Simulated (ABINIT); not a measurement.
Runs of ABINIT 10.8.3 (patched build) on InP. The structure is cubic, space group F-43m (No. 216). Conventional cell: a = 5.861 Å, b = 5.861 Å, c = 5.861 Å, α = 90.00°, β = 90.00°, γ = 90.00°. In (site symmetry -43m) is surrounded by 4 P at 2.54 Å. Around P (site symmetry -43m) lie 4 In at 2.54 Å. 

| task | level | potentials or basis | k mesh | gap on the mesh (eV) |
| --- | --- | --- | --- | --- |
| band structure | SOGGA | JTH PAW PBE v2.0 sp | 8 × 8 × 8 | 0.75 |
| single point | PBEsol | JTH PAW PBE v2.0 | 5 × 5 × 5 | 0.59 |
| band structure | BLYP | JTH PAW PBE v2.0 | 8 × 8 × 8 | 0.58 |
| band structure | PW91 | JTH PAW PBE v2.0 sp | 8 × 8 × 8 | 0.75 |
| single point | PBE | JTH PAW PBE v2.0 | 5 × 5 × 5 | (b) |
| band structure | HCTH407 | JTH PAW PBE v2.0 | 8 × 8 × 8 | 1.02 |
| band structure | SOGGA | JTH PAW PBE v2.0 | 8 × 8 × 8 | 0.64 |
| band structure | PBEsol | JTH PAW PBE v2.0 | 8 × 8 × 8 | 0.60 |
| band structure | LDA-VWN | JTH PAW LDA v2.0 sp | 8 × 8 × 8 | 0.58 |
| band structure | LDA | JTH PAW LDA v2.0 | 8 × 8 × 8 | (a) |

Alike in all rows: no spin polarisation; cell as given; cutoff (eV) 544; smearing fermi-dirac 0.05 eV.

Question: Estimate the missing entries.

Answer: (a) 0.46; (b) 0.69.

Caveats: spin-orbit coupling is left out, which moves the levels of the heavy elements; this set keeps more shells in the core, which shifts pressures and gaps (some runs).

A k mesh can miss the band edges, and the runs leave out spin-orbit coupling on In.

The runs don't all hold the same shells in valence.
